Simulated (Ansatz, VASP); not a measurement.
**Ni in VASP and in Ansatz**

```
Ni
1.0
     0.00000    1.73757    1.73757
     1.73757    0.00000    1.73757
     1.73757    1.73757    0.00000
Ni
1
Direct
  0.00000 0.00000 0.00000
```

Alike in both runs: task relaxation of cell and atoms; functional PBE; k mesh 13 × 13 × 13; occupations fermi-dirac, width 0.05 eV; collinear spin, ferromagnetic start.

|  | VASP | Ansatz |
| --- | --- | --- |
| version | VASP 6.6.1 | Ansatz 0.2.0 |
| potentials or method | VASP PAW PBE potentials, release 64 (Ni_pv) | Ansatz PAW |
| plane-wave cutoff (eV) | 600 | 420 |
| valence electrons in the cell | 16 | 18 |

Ansatz gave:

```
net moment per atom (μB)                                      : 0.63
size of the moment on the site where the two differ most (μB) : 0.67
relaxed volume (Å³/atom)                                      : 10.89
relaxed cell length with the largest relative difference (Å)  : 2.488
energy change over the relaxation (meV/atom)                  : -10
```

Estimate VASP's values.

net moment per atom (μB): 0.63; size of the moment on the site where the two differ most (μB): 0.66; relaxed volume (Å³/atom): 10.80; relaxed cell length with the largest relative difference (Å): 2.481; energy change over the relaxation (meV/atom): -6.

Site moments also hang on the region over which each program counts them. The two sets of potentials don't hold the same shells in valence.

Caveats: the plane-wave basis is chosen anew once the cell has moved, so the energies of steps on either side of that aren't comparable (Ansatz).
